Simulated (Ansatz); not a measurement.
## Relaxation of TiSi₃

The calculation used DFT PBEsol, scalar-relativistic, plane waves, PAW in Ansatz. (420 eV cutoff, 12×12×12 k-mesh, Gaussian smearing of 0.10 eV, no spin polarisation)

What was changed in TiAl3: Al → Si on all its sites, cell and atoms relaxed.

Command:

```bash
ansatz run input.yaml --threads 1 --pin off --max-ram 2560MiB --backend cpu --events-out ev --progress --plain --runs-dir out
```

Input:

```yaml
crystal:
  lattice:
    - [3.7954947071, 0.0, 0.0]
    - [0.0, 3.7954947071, 0.0]
    - [0.0, 0.0, 3.7954947071]
  atoms:
    - { symbol: Ti, position: [0.0, 0.0, 0.0] }
    - { symbol: Si, position: [0.5, 0.5, 0.0] }
    - { symbol: Si, position: [0.5, 0.0, 0.5] }
    - { symbol: Si, position: [0.0, 0.5, 0.5] }
basis:
  ecutwfc: 420
kpoints:
  mp_grid: { grid: [12, 12, 12] }
hamiltonian:
  xc: pbesol
scf:
  occupations: { method: gaussian, width: 0.1 }
output:
  forces: true
  stress: true
  eigenvalues: true
  write_density: true
  write_potential: true
  elf: true
  volumetric_format: npy
relax:
  adjacent_minimum: "off"
  f_tol: 0.01
  max_steps: 60
  cell: { stress_tol: 0.1 }
```

F is the free energy. Steps run on the plane waves of an earlier cell, but the last one, and at times one on the way, on a freshly chosen basis, so a repeated geometry can differ a little in energy.

Steps:

```csv
step,F − F(1) (eV),largest force component (eV/Å),V (Å³/atom),P (GPa)
1,0.0000,0.000,13.669,0.64
2,-0.0005,0.000,13.728,0.10
3,-0.0005,0.000,13.739,0.00
4,-0.0006,0.000,13.739,0.00
```

Relaxed structure:

```cif
data_structure
_symmetry_space_group_name_H-M 'P 1'
_symmetry_Int_Tables_number 1
_cell_length_a 3.8020
_cell_length_b 3.8020
_cell_length_c 3.8020
_cell_angle_alpha 90.000
_cell_angle_beta 90.000
_cell_angle_gamma 90.000
_cell_volume 54.96
loop_
_atom_site_label
_atom_site_type_symbol
_atom_site_fract_x
_atom_site_fract_y
_atom_site_fract_z
_atom_site_occupancy
Ti1 Ti 0.00000 0.00000 0.00000 1
Si1 Si 0.50000 0.50000 0.00000 1
Si2 Si 0.50000 0.00000 0.50000 1
Si3 Si 0.00000 0.50000 0.50000 1
```

The structure is cubic, space group Pm-3m (No. 221). The conventional cell has a = 3.802 Å, b = 3.802 Å, c = 3.802 Å, α = 90.00°, β = 90.00°, γ = 90.00°. Around Ti (site symmetry m-3m) lie 12 Si at 2.69 Å. Around Si (site symmetry 4/mmm) lie 4 Ti at 2.69 Å and 8 Si at 2.69 Å.

The run converged. It took 11 s on 1 thread of Intel(R) Xeon(R) 6975P-C (Granite Rapids), with other jobs on the host, peak memory 0.45 GiB.